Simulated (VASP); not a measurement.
# InSb (F-43m) in VASP: notebook

One crystal, InSb, is run at these levels: PBE; tasks: relaxation of cell and atoms.

Everything below comes from runs of VASP 6.6.1. Logs are shortened: lines on timing, memory, paths and dates and some standing lists are left out, and cuts for length are marked.

## Step 1: Starting point

Symmetry: F-43m, No. 216, cubic system. Conventional cell: a = 6.478 Å, b = 6.478 Å, c = 6.478 Å, α = 90.00°, β = 90.00°, γ = 90.00°. Around In (site symmetry -43m) lie 4 Sb at 2.81 Å. Sb (site symmetry -43m) has 4 In at 2.81 Å as nearest neighbours.

## Step 2: Relaxation of cell and atoms, PBE

Contents of INCAR:

```
PREC = Accurate
ENCUT = 520
EDIFF = 1E-7
ISMEAR = 0
SIGMA = 0.02
LREAL = False
LASPH = True
NELM = 100
ALGO = Normal
ISIF = 3
LWAVE = False
LCHARG = False
GGA = PE
IBRION = 2
NSW = 80
EDIFFG = -0.002
```

Contents of KPOINTS:

```
Automatic mesh
0
Gamma
  6 6 6
```

Contents of POSCAR:

```
InSb
1.0
    0.0000000000      3.2391000000      3.2391000000
    3.2391000000      0.0000000000      3.2391000000
    3.2391000000      3.2391000000      0.0000000000
In Sb
1 1
Direct
    0.0000000000      0.0000000000      0.0000000000
    0.2500000000      0.2500000000      0.2500000000
```

Potentials or basis: VASP PAW PBE potentials, release 64 (In_d, Sb).

On the command line:

```console
$ cat potpaw_PBE.64/In_d/POTCAR potpaw_PBE.64/Sb/POTCAR > POTCAR
$ mpirun -np 1 vasp_std > vasp.out
```

OUTCAR:

```text
PREC = Accurate
   ENCUT = 520
   EDIFF = 1E-7
   ISMEAR = 0
   LREAL = False
   LASPH = True
   NELM = 100
   ISIF = 3
   GGA = PE
   IBRION = 2
   NSW = 80
   EDIFFG = -0.002

 ion  position               nearest neighbor table
   1  0.000  0.000  0.000-   2 2.81   2 2.81   2 2.81   2 2.81
   2  0.250  0.250  0.250-   1 2.81   1 2.81   1 2.81   1 2.81

  LATTYP: Found a face centered cubic cell.
 ALAT       =     6.4782000000

  Lattice vectors:

 A1 = (   0.0000000000,   3.2391000000,   3.2391000000)
 A2 = (   3.2391000000,   0.0000000000,   3.2391000000)
 A3 = (   3.2391000000,   3.2391000000,   0.0000000000)

Analysis of symmetry for initial positions (statically):
=====================================================================
 Subroutine PRICEL returns:
 Original cell was already a primitive cell.

 Routine SETGRP: Setting up the symmetry group for a
 face centered cubic supercell.

 Subroutine GETGRP returns: Found 24 space group operations
 (whereof 24 operations were pure point group operations)
 out of a pool of 48 trial point group operations.

The static configuration has the point symmetry T_d .

Analysis of symmetry for dynamics (positions and initial velocities):
=====================================================================
 Subroutine PRICEL returns:
 Original cell was already a primitive cell.

 Routine SETGRP: Setting up the symmetry group for a
 face centered cubic supercell.

 Subroutine GETGRP returns: Found 24 space group operations
 (whereof 24 operations were pure point group operations)
 out of a pool of 48 trial point group operations.

The dynamic configuration has the point symmetry T_d .

 Subroutine INISYM returns: Found 24 space group operations
 (whereof 24 operations are pure point group operations),
 and found     1 'primitive' translations

----------------------------------------------------------------------------------------

                                     Primitive cell

  volume of cell :      67.9678

  direct lattice vectors                    reciprocal lattice vectors
     0.000000000  3.239100000  3.239100000    -0.154363867  0.154363867  0.154363867
     3.239100000  0.000000000  3.239100000     0.154363867 -0.154363867  0.154363867
     3.239100000  3.239100000  0.000000000     0.154363867  0.154363867 -0.154363867

  length of vectors
     4.580779150  4.580779150  4.580779150     0.267366060  0.267366060  0.267366060

  position of ions in fractional coordinates (direct lattice)
     0.000000000  0.000000000  0.000000000
     0.250000000  0.250000000  0.250000000

  ion indices of the primitive-cell ions
   primitive index   ion index
                 1           1
                 2           2
[... 60 lines left out ...]
   LASPH  =      T    aspherical Exc in radial PAW
   ENCUT  =  520.0 eV  38.22 Ry    6.18 a.u.   8.52  8.52  8.52*2*pi/ulx,y,z
   NELM   =    100;   NELMIN=  2; NELMDL= -5     # of ELM steps
   EDIFF  = 0.1E-06   stopping-criterion for ELM
   LREAL  =      F    real-space projection
   EDIFFG = -.2E-02   stopping-criterion for IOM
   NSW    =     80    number of steps for IOM
   IBRION =      2    ionic relax: 0-MD 1-quasi-New 2-CG
   NFREE  =      1    steps in history (QN), initial steepest desc. (CG)
   ISIF   =      3    stress and relaxation
   ISYM   =      2    0-nonsym 1-usesym 2-fastsym
   POTIM  = 0.5000    time-step for ionic-motion
   TEBEG  =    0.0;   TEEND  =   0.0 temperature during run
   PSTRESS=    0.0 pullay stress
   NELECT =      18.0000    total number of electrons
   NUPDOWN=      -1.0000    fix difference up-down
   EMIN   =  10.00;   EMAX   =-10.00  energy-range for DOS
   EFERMI =   0.00;   METHOD = LEGACY
   ISMEAR =     0;   SIGMA  =   0.02  broadening in eV -4-tet -1-fermi 0-gaus
   EFERMI_NEDOS =   21; number of points for ismear=-14 and -15
   IALGO  =     38    algorithm
   IMIX   =      4    mixing-type and parameters
     AMIX     =   0.40;   BMIX     =  1.00
     AMIX_MAG =   1.60;   BMIX_MAG =  1.00
  volume/ion in A,a.u.               =      33.98       229.33
  Fermi-wavevector in a.u.,A,eV,Ry     =   1.051311  1.986690 15.037912  1.105255
  Thomas-Fermi vector in A             =   2.186349
   LORBIT       =      0    0 simple, 1 ext, 2 COOP (PROOUT), +10 PAW based schemes
   GGA     = PE    functional components
   LHFCALC =     F    Hartree Fock is set to
   AEXX    =    0.0000 exact exchange contribution
   IVDW    =     0    specifies the selected vdW correction
   LEPSILON=     F    determine dielectric tensor
   LRPA    =     F    only Hartree local field effects (RPA)
 conjugate gradient relaxation of ions
 non-spin polarized calculation
 Gauss-broadening in eV      SIGMA  =   0.02
  energy-cutoff  :      520.00
  volume of cell :       67.97
 maximum number of plane-waves:      1853
 NGX is ok and might be reduce to    36
   NGX = 17   NGY = 17   NGZ = 17

--------------------------------------- Ionic step        1  -------------------------------------------

 number of electron      17.9999993 magnetization

 Free energy of the ion-electron system (eV)
  ---------------------------------------------------
  ext. energy  EPLUGINS =         0.00000000
  ---------------------------------------------------
  free energy    TOTEN  =        -6.88377383 eV

  energy without entropy =       -6.88363099  energy(sigma->0) =       -6.88370241

 E-fermi :   5.1228     XC(G=0):  -8.6829

 val. band max:        5.1166856742   @ k =   0.0000   0.0000   0.0000
 cond. band min:       5.6528036167   @ k =   0.5000   0.0000   0.0000
 fundamental gap:      0.5361179426
 Fermi energy:         5.1227769464

 k-point     1 :       0.0000    0.0000    0.0000
  band No.  band energies     occupation
      1      -9.4963      2.00000
      2      -9.4963      2.00000
      3      -9.4963      2.00000
      4      -9.4113      2.00000
      5      -9.4113      2.00000
      6      -5.6035      2.00000
      7       4.9278      2.00000
      8       5.1167      1.33334
      9       5.1167      1.33334
     10       5.1167      1.33333
     11       8.0720      0.00000
     12       8.0720      0.00000
     13       8.0720      0.00000
[... 381 lines left out ...]
--------------------------------------- Ionic step        5  -------------------------------------------

 number of electron      18.0000008 magnetization

 Free energy of the ion-electron system (eV)
  ---------------------------------------------------
  ext. energy  EPLUGINS =         0.00000000
  ---------------------------------------------------
  free energy    TOTEN  =        -6.93148960 eV

  energy without entropy =       -6.93134676  energy(sigma->0) =       -6.93141818

 E-fermi :   4.3841     XC(G=0):  -8.3745

 val. band max:        4.3779822874   @ k =   0.0000   0.0000   0.0000
 cond. band min:       4.7926298309   @ k =   0.5000   0.0000   0.0000
 fundamental gap:      0.4146475435
 Fermi energy:         4.3840735111

 k-point     1 :       0.0000    0.0000    0.0000
  band No.  band energies     occupation
      1     -10.0966      2.00000
      2     -10.0966      2.00000
      3     -10.0966      2.00000
      4     -10.0303      2.00000
      5     -10.0303      2.00000
      6      -5.9028      2.00000
      7       3.7805      2.00000
      8       4.3780      1.33334
      9       4.3780      1.33334
     10       4.3780      1.33332
     11       7.3384      0.00000
     12       7.3384      0.00000
     13       7.3384      0.00000
[... 267 lines left out ...]
  FREE ENERGIE OF THE ION-ELECTRON SYSTEM (eV)
  ---------------------------------------------------
  free  energy   TOTEN  =        -6.9314895952 eV

  energy  without entropy=       -6.9313467597  energy(sigma->0) =       -6.93141818

 reached required accuracy - stopping structural energy minimisation
```

OSZICAR:

```text
N       E                     dE             d eps       ncg     rms          rms(c)
DAV:   1     0.109825615007E+03    0.10983E+03   -0.79494E+03   416   0.137E+03
DAV:   2     0.990698620511E+00   -0.10883E+03   -0.10600E+03   431   0.308E+02
DAV:   3    -0.676655400397E+01   -0.77573E+01   -0.76161E+01   536   0.893E+01
[... 51 lines left out ...]
DAV:   3    -0.693148764781E+01    0.38448E-04   -0.12448E-04   541   0.221E-01    0.188E-02
DAV:   4    -0.693148791666E+01   -0.26885E-06   -0.37146E-06   421   0.193E-02    0.126E-02
DAV:   5    -0.693148882290E+01   -0.90623E-06   -0.62406E-07   472   0.739E-03    0.555E-03
DAV:   6    -0.693148967118E+01   -0.84828E-06   -0.16760E-07   381   0.446E-03    0.920E-04
DAV:   7    -0.693148959520E+01    0.75986E-07   -0.30515E-08   208   0.294E-03
   5 F= -.69314896E+01 E0= -.69314182E+01  d E =-.119255E-04
```

It took 60 s on 1 thread of Intel Xeon Platinum 8259CL at 2.50GHz (Skylake/Cascade Lake), shared host; peak memory 0.22 GiB.

What came out:

| Quantity | Value |
| --- | --- |
| Free energy | -6.9315 eV |
| Relaxed volume | 36.55 Å³/atom |
| Relaxed cell | a = 4.693 Å, b = 4.693 Å, c = 4.693 Å, α = 60.00°, β = 60.00°, γ = 60.00° |
| Space group after relaxing (to 0.05 Å) | F-43m (No. 216) |
| Energy gained by relaxing | 23.9 meV/atom |
| Ionic steps | 5 |
| Pressure after relaxing | 0.0 GPa |
| Band gap on the k mesh | none (metal or under the smearing width) |

Step by step:
```csv
step,energy change (eV),largest force (eV/Å),pressure (GPa),volume (Å³)
1,0.0000,0.0000,3.20,67.97
2,-0.0430,0.0000,-0.82,74.87
3,-0.0477,0.0000,0.01,73.08
4,-0.0477,0.0000,-0.04,73.19
5,-0.0477,0.0000,0.00,73.09
```

Final structure:
```
CELL_PARAMETERS angstrom
0.00000 3.31856 3.31856
3.31856 0.00000 3.31856
3.31856 3.31856 0.00000
ATOMIC_POSITIONS crystal
In 0.00000 0.00000 0.00000
Sb 0.25000 0.25000 0.25000
```

Levels at points of the mesh, in eV from the Fermi level:
| k point | band 6 | band 7 | band 8 | band 9 | band 10 | band 11 | band 12 | band 13 |
| --- | --- | --- | --- | --- | --- | --- | --- | --- |
| (0.00, 0.00, 0.00) | -10.29 | -0.60 | -0.01 | -0.01 | -0.01 | 2.95 | 2.95 | 2.95 |
| (0.50, 0.00, 0.00) | -9.10 | -5.31 | -0.91 | -0.91 | 0.41 | 3.79 | 3.79 | 6.11 |
| (0.50, 0.50, 0.00) | -8.57 | -5.63 | -2.04 | -2.04 | 1.35 | 1.46 | 7.72 | 7.72 |

Caveat: this crystal is a semiconductor, whose small gap the functional closes, so the metal is an error of the method.

## Step 3: Relaxation of cell and atoms, PBE

This run uses another cell than the first one, of 36.55 Å³/atom, 1.075 times its volume.

INCAR is that of step 2.

KPOINTS is that of step 2.

Contents of POSCAR:

```
InSb                                    
1.0
    0.0000000000      3.3185620414      3.3185620414
    3.3185620414      0.0000000000      3.3185620414
    3.3185620414      3.3185620414     -0.0000000000
  In              Sb            
     1     1
Direct
     0.0000000000000000    0.0000000000000000    0.0000000000000000
     0.2500000000000000    0.2500000000000000    0.2500000000000000
```

Potentials or basis: VASP PAW PBE potentials, release 64 (In_d, Sb).

On the command line:

```console
$ cat potpaw_PBE.64/In_d/POTCAR potpaw_PBE.64/Sb/POTCAR > POTCAR
$ mpirun -np 1 vasp_std > vasp.out
```

Run time: 17 s. Hardware: 1 thread of Intel Xeon Platinum 8259CL at 2.50GHz (Skylake/Cascade Lake), shared host; peak memory 0.21 GiB.

The run converged. Its results:

```
Free energy             : -6.9323 eV
Pressure after relaxing : 0.0 GPa
Band gap on the k mesh  : none (metal or under the smearing width)
```

Final structure:
```
CELL_PARAMETERS angstrom
0.00000 3.31856 3.31856
3.31856 0.00000 3.31856
3.31856 3.31856 0.00000
ATOMIC_POSITIONS crystal
In 0.00000 0.00000 0.00000
Sb 0.25000 0.25000 0.25000
```

Levels at points of the mesh, in eV from the Fermi level:
```
           k point  band 5  band 6  band 7  band 8  band 9  band 10  band 11  band 12  band 13
(0.00, 0.00, 0.00)  -14.41  -10.29   -0.60   -0.01   -0.01    -0.01     2.95     2.95     2.95
(0.50, 0.00, 0.00)  -14.41   -9.10   -5.31   -0.91   -0.91     0.41     3.79     3.79     6.11
(0.50, 0.50, 0.00)  -14.41   -8.57   -5.63   -2.04   -2.04     1.35     1.46     7.72     7.72
```

Caveat: the relaxation stopped at its first step, so nothing moved; this crystal is a semiconductor, whose small gap the functional closes, so the metal is an error of the method.
